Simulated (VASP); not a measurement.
Crystal: Si2Mo.

```xyz
9
Lattice="4.5855 0.0000 0.0000 -2.2927 3.9711 0.0000 0.0000 0.0000 6.5798" Properties=species:S:1:pos:R:3 pbc="T T T"
Mo    1.1464    1.9856    5.4831
Mo   -1.1464    1.9856    1.0966
Mo    2.2927    0.0000    3.2899
Si    0.0000    1.3015    3.2899
Si    1.1656    3.3204    1.0966
Si    3.4583    0.6508    5.4831
Si    2.2927    2.6696    3.2899
Si    1.1272    0.6508    1.0966
Si   -1.1656    3.3204    5.4831
```

Measurements of this composition are mostly on another form, of space group No. 139.

| Item | Value |
| --- | --- |
| Program | VASP 6.6.1 |
| Task | relaxation of cell and atoms |
| Functional | PBE |
| Potentials or basis | VASP PAW PBE potentials, release 64 (Mo_sv_GW, Si_GW) |
| Cutoff | 600 eV |
| k mesh | 5 × 5 × 3 |
| Occupations | fermi-dirac, width 0.05 eV |
| Spin | no spin polarisation |

At the start: pressure 3.5 GPa; volume 13.31 Å³/atom.

How do energy, volume and symmetry change on relaxing?

Over 5 steps the energy falls by 2.3 meV/atom and the volume is 13.52 Å³/atom (+1.6 %); space group P6_222 (No. 180, to 0.05 Å).

The path:
```tsv
step	energy change (eV)	largest force (eV/Å)	pressure (GPa)	volume (Å³)
1	0.0000	0.0155	3.45	119.81
2	0.0295	0.0179	-5.04	124.86
3	-0.0204	0.0160	-0.02	121.75
4	-0.0204	0.0159	0.03	121.71
5	-0.0207	0.0031	0.05	121.72
```

Final structure:
```
Mo Si
1.0
     4.61310    0.00000    0.00000
    -2.30655    3.99507    0.00000
     0.00000    0.00000    6.60454
Mo Si
3 6
Direct
  0.50000 0.50000 0.83333
  0.00000 0.50000 0.16667
  0.50000 0.00000 0.50000
  0.16399 0.32799 0.50000
  0.67201 0.83601 0.16667
  0.83601 0.16399 0.83333
  0.83601 0.67201 0.50000
  0.32799 0.16399 0.16667
  0.16399 0.83601 0.83333
```
